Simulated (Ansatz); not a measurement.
Cr, 2 atoms in the cell. It takes space group P6_3/mmc (No. 194, hexagonal). The conventional cell has a = 2.714 Å, b = 2.714 Å, c = 4.410 Å, α = 90.00°, β = 90.00°, γ = 120.00°. Around Cr (site symmetry -6m2) lie 12 Cr at 2.71 Å. This isn't the form of Cr at room conditions, which is bcc.

```yaml
Program: Ansatz 0.2.0
Task: single point
Functional: PBEsol
Potentials_or_basis: Ansatz PAW
Cutoff: "420 eV (not typed: the program's choice for these potentials)"
k_mesh: 9 × 9 × 5
Occupations: fermi-dirac, width 0.05 eV
Spin: collinear spin, ferromagnetic start
Starting_moments: "[1.5, 1.5] μB"
Fixed_moment: 3 μB
```

Potentials or basis: Ansatz PAW.

Command:

```sh
$ ansatz run input.yaml --threads 2 --pin off --max-ram 5632MiB --backend cpu --events-out ev --progress --plain --runs-dir out
```

Hardware: 2 threads of Arm Neoverse V1, on a shared host.

Q: Estimate the wall time of this run.

A: Run time: 2.1 s on 2 threads of Arm Neoverse V1, on a shared host, peak memory 0.29 GiB. Counts: scf iterations 10, plane waves 549, k points 36, bands 20.
